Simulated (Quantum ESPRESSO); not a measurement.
**Ti: equation of state with PBE**

Crystal: Ti.

```
CELL_PARAMETERS angstrom
0.00000 2.03000 2.03000
2.03000 0.00000 2.03000
2.03000 2.03000 0.00000
ATOMIC_POSITIONS crystal
Ti 0.00000 0.00000 0.00000
```

This isn't the form of Ti at room conditions, which is hcp.

```json
{
  "Program": "Quantum ESPRESSO 7.5",
  "Task": "equation of state",
  "Functional": "PBE",
  "Potentials or basis": "SSSP 1.3 efficiency PBE",
  "Cutoff": "748 eV",
  "Density cutoff": "5987 eV",
  "k mesh": "11 × 11 × 11",
  "Occupations": "fermi-dirac, width 0.05 eV",
  "Spin": "no spin polarisation",
  "Mixing beta": "0.5",
  "Most SCF iterations": "120",
  "SCF threshold": "2e-10 Ry"
}
```

```
Equilibrium volume                      : 17.36 Å³/atom
Bulk modulus                            : 106 GPa
Pressure derivative of the bulk modulus : 3.5
```

Energy against volume, from the lowest point:
```csv
volume (Å³/atom),energy (meV/atom)
15.727,59.05
16.062,36.15
16.396,19.30
16.731,7.96
17.065,1.67
17.400,0.00
17.735,2.58
```

All runs of the series together: 57 s on 1 thread of Arm Neoverse V2, on a shared host.

PBE usually gives volumes a little too large and moduli too small. Zero-point motion and thermal expansion aren't in these numbers.
